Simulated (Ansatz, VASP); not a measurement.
One calculation of HfC, two programs

INCAR

```
PREC = Accurate
ENCUT = 600
EDIFF = 1E-6
ISMEAR = 0
SIGMA = 0.02
LREAL = F
LASPH = T
NELM = 80
ALGO = Normal
ISIF = 3
LWAVE = F
LCHARG = F
GGA = PE
IBRION = 2
NSW = 100
EDIFFG = -0.01
```

File KPOINTS:

```
regular mesh
0
Gamma
  12 12 12
```

POSCAR

```
HfC
1.0
    0.0000000000      2.5216141617      2.5216141617
    2.5216141617      0.0000000000      2.5216141617
    2.5216141617      2.5216141617      0.0000000000
Hf C
1 1
Direct
    0.2500000000      0.2500000000      0.2500000000
    0.0000000000      0.0000000000      0.0000000000
```

Input for Ansatz:

```yaml
crystal:
  lattice:
    - [0.0, 2.5216141617, 2.5216141617]
    - [2.5216141617, 0.0, 2.5216141617]
    - [2.5216141617, 2.5216141617, 0.0]
  atoms:
    - { symbol: Hf, position: [0.25, 0.25, 0.25] }
    - { symbol: C, position: [0.0, 0.0, 0.0] }
basis:
  ecutwfc: 420
kpoints:
  mp_grid: { grid: [12, 12, 12] }
hamiltonian:
  xc: pbe
scf:
  occupations: { method: gaussian, width: 0.02 }
output:
  forces: true
  stress: true
  eigenvalues: true
  write_density: true
  write_potential: true
  elf: true
  volumetric_format: npy
relax:
  adjacent_minimum: "off"
  f_tol: 0.01
  max_steps: 80
  cell: { stress_tol: 0.05 }
```

Change from the starting cell: ordered vacancies on the cation sites of antifluorite (F-43m, No. 216).

Alike in both runs: task relaxation of cell and atoms; functional PBE; k mesh 12 × 12 × 12; occupations gaussian, width 0.02 eV; no spin polarisation.

|  | VASP | Ansatz |
| --- | --- | --- |
| version | VASP 6.6.1 | Ansatz 0.2.0 |
| potentials or method | VASP PAW PBE potentials, release 64 (Hf_pv, C) | scalar-relativistic, plane waves, PAW |
| plane-wave cutoff (eV) | 600 | 420 |
| valence electrons in the cell | 14 | 30 |

|  | VASP | Ansatz | Ansatz less VASP |
| --- | --- | --- | --- |
| gap on the k mesh at the Fermi level, each at its own relaxed structure (eV) | 0.29 | 0.29 | 0.000 |
| relaxed volume (Å³/atom) | 16.00 | 16.05 | +0.049 |
| relaxed cell length with the largest relative difference (Å) | 3.563 | 3.567 | +0.0036 |

The two sets of potentials don't hold the same shells in valence.

Caveats: spin-orbit coupling is left out, which moves the levels of the heavy elements.
